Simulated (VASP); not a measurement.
Set up this calculation in VASP 6.6.1, as the native input.

```
Task                   : single point
Functional             : PBE
Potentials or basis    : VASP PAW PBE potentials, release 64 (Pb_d, Se)
Cutoff                 : 520 eV
k mesh                 : 8 × 8 × 6
Occupations            : gaussian, width 0.02 eV
Spin                   : no spin polarisation
Dipole correction      : no
Further INCAR settings : ALGO = Fast; EDIFF = 1e-07; NBANDS = 28
```

The structure of PbSe lies in POSCAR:

```
PbSe
1.0
    2.1189547972     -5.8625815192      0.0000000000
    2.1189547972      5.8625815192      0.0000000000
    0.0000000000      0.0000000000      4.3979777459
Pb Se
2 2
Direct
    0.6192670601      0.3807329399      0.7500000000
    0.3807329399      0.6192670601      0.2500000000
    0.8732444182      0.1267555818      0.7500000000
    0.1267555818      0.8732444182      0.2500000000
```

Measurements of this composition are mostly on another form, of space group No. 225.

The cell isn't the ideal one: strained and moved within the space group.

One way to write it, as run:

INCAR

```
PREC = Accurate
ENCUT = 520
EDIFF = 1E-7
ISMEAR = 0
SIGMA = 0.02
LREAL = F
LASPH = T
NELM = 100
ALGO = Fast
ISIF = 2
LWAVE = F
LCHARG = T
GGA = PE
LELF = T
LVHAR = T
NBANDS = 28
```

KPOINTS

```
regular mesh
0
Gamma
  8 8 6
```

Potentials or basis: VASP PAW PBE potentials, release 64 (Pb_d, Se).

Command:

```bash
$ cat potpaw_PBE.64/Pb_d/POTCAR potpaw_PBE.64/Se/POTCAR > POTCAR
$ mpirun -np 1 vasp_std > vasp.out
```

It gave:

| Item | Value |
| --- | --- |
| Pressure | 2.4 GPa |
| Largest force | 0.531 eV/Å |
| Band gap on the k mesh | 0.70 eV, indirect (least direct gap 0.91 eV) |

Caveat: spin-orbit coupling is left out, which as a rule narrows the gap of such compounds by several tenths of an eV.

Run time: 3.9 min on 1 thread of AMD EPYC 9R45 (Zen 5) (shared host), peak memory 0.38 GiB.
